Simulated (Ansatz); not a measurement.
# AlN: a line through a two-coordinate scan

Aim: follow the energy of AlN (P6_3mc, No. 186; 4 atoms in the cell) along one coordinate, equal normal strain along x, y and z, with the other held at amplitude of mode 4 (237 cm⁻¹) = 0.000 Å.

Program: Ansatz 0.2.0. Level of theory: DFT PBE, scalar-relativistic, plane waves, PAW. These are calculated values, not measurements.

### Step 1. The system as given

The structure is hexagonal, space group P6_3mc (No. 186). Conventional cell: a = 3.130 Å, b = 3.130 Å, c = 5.017 Å, α = 90.00°, β = 90.00°, γ = 120.00°. Al (site symmetry 3m) is surrounded by 4 N at 1.90 to 1.91 Å. N (site symmetry 3m) is surrounded by 4 Al at 1.90 to 1.91 Å.

As a file:

```
CELL_PARAMETERS angstrom
3.12989 0.00000 0.00000
-1.56494 2.71056 0.00000
0.00000 0.00000 5.01696
ATOMIC_POSITIONS crystal
Al 0.33333 0.66667 0.00173
Al 0.66667 0.33333 0.50173
N 0.33333 0.66667 0.38327
N 0.66667 0.33333 0.88327
```

This cell was relaxed beforehand with the same method: volume 10.64 Å³/atom, gap on the mesh 4.04 eV.

### Step 2. Plan of the line

The energy is mapped over a normal mode and a strain (zone-centre modes of the cell shown) (x along [1 0 0], y along [1 2 0], z along [0 0 1] of the conventional cell).

First coordinate, amplitude of mode 4 (237 cm⁻¹), largest displacement in the unstrained cell: 7 values from −0.088 Å. Second coordinate, equal normal strain along x, y and z: 7 values from −2.50 %.

Nothing else is relaxed (the pattern is fixed in fractional coordinates). Energies count from the relaxed high-symmetry cell. Points are written as (first, second).

The modes come from a phonon run on the reference cell, made beforehand.

Displacement patterns for an amplitude of 1 (Å):

```csv
atom,x1,y1,z1
Al1,1.000,0.000,0.000
Al2,-1.000,0.000,0.000
N3,-0.884,0.000,0.000
N4,0.884,0.000,0.000
```

### Step 3. Grid point (0.000 Å, −2.50 %)

File input.yaml:

```yaml
crystal:
  lattice:
    - [3.0516417575, 0.0, 0.0]
    - [-1.5258208787, 2.6427992853, 0.0]
    - [0.0, 0.0, 4.89153239]
  atoms:
    - { symbol: Al, position: [0.3333333333, 0.6666666667, 0.0017290859] }
    - { symbol: Al, position: [0.6666666667, 0.3333333333, 0.5017290859] }
    - { symbol: "N", position: [0.3333333333, 0.6666666667, 0.3832709141] }
    - { symbol: "N", position: [0.6666666667, 0.3333333333, 0.8832709141] }
basis:
  ecutwfc: 520.0
kpoints:
  mp_grid: { grid: [9, 9, 6] }
hamiltonian:
  xc: pbe
  pseudopotentials: { kind: paw, azcp: { folder: soft_1 } }
scf:
  occupations: { method: gaussian, width: 0.05 }
output:
  forces: true
  stress: true
  eigenvalues: true
```

Command:

```console
$ ansatz run input.yaml --threads 1 --pin off --max-ram 2048MiB --backend cpu --events-out ev --progress --plain --runs-dir out
```

The session goes on with these runs: the other points of the line.

**Question.** What will these runs give? Wanted: for each run, equal normal strain along x, y and z; energy; slope; pressure; largest force on an atom.

**Answer**, as computed:

| equal normal strain along x, y and z (%) | step | energy (meV) | slope (meV per %) | pressure (GPa) | band gap on the k-mesh (eV) | largest force on an atom (eV/Å) |
| --- | --- | --- | --- | --- | --- | --- |
| −2.50 | 3 | 156 | −129 | 17.1 | 4.71 | 0.032 |
| −1.67 | 4 | 68 | −83 | 10.8 | 4.48 | 0.021 |
| −0.83 | 5 | 16 | −40 | 5.1 | 4.26 | 0.011 |
| 0.00 | – | 0 | 0 | 0.0 | 4.04 | 0.001 |
| 0.83 | 6 | 16 | 37 | −4.6 | 3.83 | 0.007 |
| 1.67 | 7 | 62 | 72 | −8.7 | 3.61 | 0.016 |
| 2.50 | 8 | 135 | 104 | −12.4 | 3.41 | 0.023 |

Energies count from the relaxed high-symmetry cell. Rows without a step come from runs not printed here or follow by symmetry. Slopes come from the forces (and the stress, where the cell changes), not from differences of energies.

The lowest point of the line is at 0.00 %, 0 meV from the zero. Energies and slopes round the minimum, fitted together, put the minimum at 0.000 %, with a curvature of about 46 meV per %². The highest point computed, at −2.50 %, lies 156 meV above the lowest. This is one cut through a surface in two coordinates; it holds the lowest point sampled, which need not be a minimum. With the other coordinates free, the energies away from the reference would be the same or lower.

The gaps are Kohn-Sham values of a semilocal functional, not quasiparticle or optical gaps. Such gaps usually fall short of the measured ones.
